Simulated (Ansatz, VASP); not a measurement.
# HfO2 in VASP and in Ansatz

```
CELL_PARAMETERS angstrom
0.00000 2.42963 2.55750
2.42963 0.00000 2.55750
2.42963 2.42963 0.00000
ATOMIC_POSITIONS crystal
Hf 0.00000 0.00000 0.00000
O 0.25000 0.25000 0.25000
O 0.75000 0.75000 0.75000
```

Change from the starting cell: strain -0.050 along x and y, +0.000 along z, atoms carried along.

Alike in both runs: task single point; functional PBEsol; k mesh 8 × 8 × 8; occupations gaussian, width 0.05 eV; no spin polarisation.

```csv
,VASP,Ansatz
version,VASP 6.6.1,Ansatz 0.2.0
potentials or method,"VASP PAW PBE potentials, release 64 (Hf_pv, O)","scalar-relativistic, plane waves, PAW"
plane-wave cutoff (eV),520,420
valence electrons in the cell,22,38
```

```tsv
	VASP	Ansatz	Ansatz less VASP
gap on the k mesh at the Fermi level (eV)	3.26	3.24	-0.025
least direct gap on the mesh (eV)	3.52	3.48	-0.034
pressure (GPa)	14.1	18.3	+4.20
largest component of the traceless stress (GPa)	17.73	17.36	-0.376
```

One of these differences is far larger than is usual between the two programs; its cause wasn't traced. The two sets of potentials don't hold the same shells in valence.

Caveats: the PAW data sets were made with another functional, which shifts forces and pressure a little (VASP); spin-orbit coupling is left out, which moves the levels of the heavy elements. A k mesh can miss the band edges.
